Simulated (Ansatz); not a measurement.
**IrO2 under strain: Quadrupolar parameters**

The cell is a structure deposited in the COD, relaxed with PBE at fixed cell and then changed (z compressed by 2 %, ions relaxed).

```xyz
6
Lattice="4.4990 0.0000 0.0000 0.0000 4.4990 0.0000 0.0000 0.0000 3.0831" Properties=species:S:1:pos:R:3 pbc="T T T"
Ir    0.0000    0.0000    0.0000
Ir    2.2495    2.2495    1.5415
O     1.3770    1.3770    0.0000
O     0.8725    3.6265    1.5415
O     3.1220    3.1220    0.0000
O     3.6265    0.8725    1.5415
```

Atoms are numbered from 1 in the order listed; like atoms form one site, named after its first atom.

The numbers come from a DFT calculation in Ansatz (PBE, plane waves and PAW, scalar-relativistic, collinear spin, 420 eV cutoff, Γ-centred 10×10×15 k-points, Fermi–Dirac smearing 0.05 eV). Start moments as typed (μB): 1 on each Ir, none on the rest.

V_zz is the principal component of the electric field gradient with the largest magnitude, η = (V_xx − V_yy)/V_zz and C_Q = eQV_zz/h.

Ir-193: I = 3/2, Q = 751.0 mb; ¹⁷O: I = 5/2, Q = -25.58 mb. Nuclear quadrupole moments: year-2017 set (Pyykkö).

```json
{"site": "Ir", "atoms (order as listed)": "1, 2", "first shell": "6 O at 1.95–1.97 Å", "V_zz (10²¹ V/m²)": "-15.02", "η": "0.32", "C_Q (MHz)": "-273"}
{"site": "O", "atoms (order as listed)": "3, 4, 5, 6", "first shell": "3 Ir at 1.95–1.97 Å", "V_zz (10²¹ V/m²)": "-9.46", "η": "0.28", "C_Q (MHz)": "5.85"}
```

At O V_zz stands upright on the plane through its three neighbours (within 1°).

The run finds no gap above 0.1 eV (a metal, or nearly one), so the gradients can move by 10 % or more with the k-mesh. Spin–orbit coupling is left out, which shifts gradients on Ir by a few per cent in wide-gap crystals, and can shift them far more where the calculated gap is small or absent, as here. Semilocal functionals can leave a metal where correlation in the d or f shell opens a gap in the real compound, and that would change the values at and beside Ir. At this changed cell the PBE pressure is 15 GPa. The start moments die out, and the run ends without spin.

The relaxation (4 steps) took 58 s of wall time (58 s of CPU time) and 0.96 GiB at its peak, on 1 thread of Intel Xeon 6975P-C (Granite Rapids) (x86_64; 16 cores open to the job, memory cap 3.0 GiB, no GPU), a shared host with a load of 0.1 a core.
